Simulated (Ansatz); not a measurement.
Zinc-blende AlSb was calculated with r²SCANh (PAW; Ansatz, an electronic-structure program).

Settings: plane-wave cutoff 520 eV, 8×8×8 k mesh, Fermi–Dirac smearing 0.01 eV, scalar-relativistic PAW data made under PBE.

The cell is scaled about its equilibrium volume:

| V (Å³/atom) | P (GPa) | direct gap at Γ (eV) | smallest gap on the k mesh (eV) |
|---|---|---|---|
| 27.797 | 3.31 | 2.982 | 1.834 |
| 28.528 | 1.55 | 2.747 | 1.879 |
| 29.323 | -0.12 | 2.502 | 1.924 |
| 29.991 | -1.34 | 2.305 | 1.959 |
| 30.723 | -2.52 | 2.096 | 1.967 |

The fundamental gap (1.90 eV at the equilibrium volume, with added k points) lies elsewhere than Γ–Γ.

Measured, for comparison: band gap 1.73 eV (zero-point renormalisation of 35 meV (experimental, the table's column) added back here, indirect; inputs from Miglio et al. (2020), arXiv:2011.12765).

Spin–orbit coupling is not included; with these elements it can move the gap by several tenths of an eV or more.
